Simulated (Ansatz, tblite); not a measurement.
# Li2Se with GFN2-xTB from a Python script

These are simulated results from tblite 0.8.0, not measurements. The cell began as a measured structure and was relaxed with r2SCAN in plane waves (Ansatz 0.2.0). All runs are without spin polarisation.

It is cubic, Fm-3m (No. 225); conventional cell a = 5.987 Å, 17.88 Å³ an atom. Li has 4 Se at 2.59 Å; Se has 8 Li at 2.59 Å.

tblite solves periodic systems at the zone centre alone, so the script builds a cluster of 2×2×2 conventional cells (96 atoms), which folds in a coarse mesh of k points.

run.py reads:

```python
import json
from ase import Atoms
from ase.build import make_supercell
from ase.units import Bohr, GPa, Hartree
from tblite.interface import Calculator

atoms = Atoms(['Li', 'Li', 'Se'],
              cell=[[0.0, 2.99345886, 2.99345886], [2.99345886, 0.0, 2.99345886], [2.99345886, 2.99345886, 0.0]],
              scaled_positions=[[0.25, 0.25, 0.25], [0.75, 0.75, 0.75], [0.0, 0.0, 0.0]],
              pbc=True)
cluster = make_supercell(atoms, [[-2, 2, 2], [2, -2, 2], [2, 2, -2]])
calc = Calculator('GFN2-xTB', cluster.numbers, cluster.positions / Bohr, lattice=cluster.cell[:] / Bohr, periodic=cluster.pbc)
calc.set('temperature', 0.02 / Hartree)
calc.set('max-iter', 150)
res = calc.singlepoint()
levels = res.get('orbital-energies') * Hartree
nv = round(res.get('orbital-occupations').sum() / 2)
cells = len(cluster) // len(atoms)
out = {'energy_per_cell': res.get('energy') * Hartree / cells, 'homo': levels[nv - 1], 'lumo': levels[nv],
       'stress': (-res.get('virial') * Hartree / cluster.get_volume() / GPa).tolist(), 'charges': res.get('charges')[:len(atoms)].tolist(), 'electrons': 2 * nv / cells}
json.dump(out, open('results.json', 'w'))
for key, value in out.items():
    print(key, value)
```

Command: `python run.py`. It took 6.7 s on 1 thread of AMD EPYC 9R45 96-Core Processor (Zen 5), with other jobs on the host, peak memory 0.13 GiB.

The log:

```
------------------------------------------------------------
  cycle        total energy    energy error   density error
------------------------------------------------------------
      1     -122.7293414732  -1.2334148E+02   3.2920988E-01
      2     -123.1403650708  -4.1102360E-01   1.7033562E-01
      3     -123.4533058136  -3.1294074E-01   2.6500082E-02
      4     -123.4688968570  -1.5591043E-02   1.4628374E-02
      5     -123.4747768870  -5.8800301E-03   6.9559173E-03
      6     -123.4764593020  -1.6824150E-03   9.2681877E-04
      7     -123.4764522934   7.0086346E-06   7.2578725E-04
      8     -123.4764652055  -1.2912126E-05   3.4936744E-04
      9     -123.4764689377  -3.7322288E-06   4.8840057E-06
     10     -123.4764689382  -4.6168225E-10   3.8725787E-07
------------------------------------------------------------

 total:                                   6.336 sec
energy_per_cell -104.99893316259802
homo -11.766024937192057
lumo -8.88663508158899
stress [[1.0367867830337867, -7.194920156166539e-05, -7.194920156189966e-05], [-7.194920156185053e-05, 1.0367867830337483, -7.194920156134646e-05], [-7.194920156197674e-05, -7.194920156141461e-05, 1.0367867830337267]]
charges [0.6458080275283524, 0.6457649586024651, -1.2914052683523436]
electrons 8.0
```

The cycle table is in hartree for the whole cluster, and the lines after it are in eV (the energy for one cell). The printed stress is in GPa and positive in compression, and the pressure is its mean diagonal.

GFN2-xTB gives a gap of 2.88 eV. On the same cell, plane-wave PBE (Ansatz, 8×8×8 k points and the special points) gives a gap of 2.97 eV and r2SCAN a gap of 3.48 eV; on shared hosts these took about 0.76 and 1.7 core-seconds on the 3-atom cell, against 6.7 for the script. Semilocal gaps usually lie below measured ones. xTB was fitted to molecules, so gaps, charges and pressures of solids can be far off, and the gap also depends on the size of the cluster.

The same script was run on cells scaled at fixed shape and fractional coordinates:

```json
{"volume (Å³/atom)": "15.74", "energy (meV/atom)": "41.5", "pressure (GPa, positive in compression)": "5.85", "gap (eV)": "3.74"}
{"volume (Å³/atom)": "16.81", "energy (meV/atom)": "12.9", "pressure (GPa, positive in compression)": "2.92", "gap (eV)": "3.26"}
{"volume (Å³/atom)": "17.88", "energy (meV/atom)": "0.0", "pressure (GPa, positive in compression)": "1.04", "gap (eV)": "2.88"}
{"volume (Å³/atom)": "18.96", "energy (meV/atom)": "-2.8", "pressure (GPa, positive in compression)": "0.03", "gap (eV)": "2.58"}
{"volume (Å³/atom)": "20.03", "energy (meV/atom)": "0.5", "pressure (GPa, positive in compression)": "-0.83", "gap (eV)": "2.34"}
```

A Birch-Murnaghan fit puts the minimum at 18.83 Å³/atom, 5.3 % above the given cell, with a bulk modulus of 17 GPa at fixed shape.

xTB was fitted mostly to molecules, and a small cluster samples few k points, so gaps, pressures and kinks along a curve can be far from a solid's.

Spin-orbit coupling is left out.
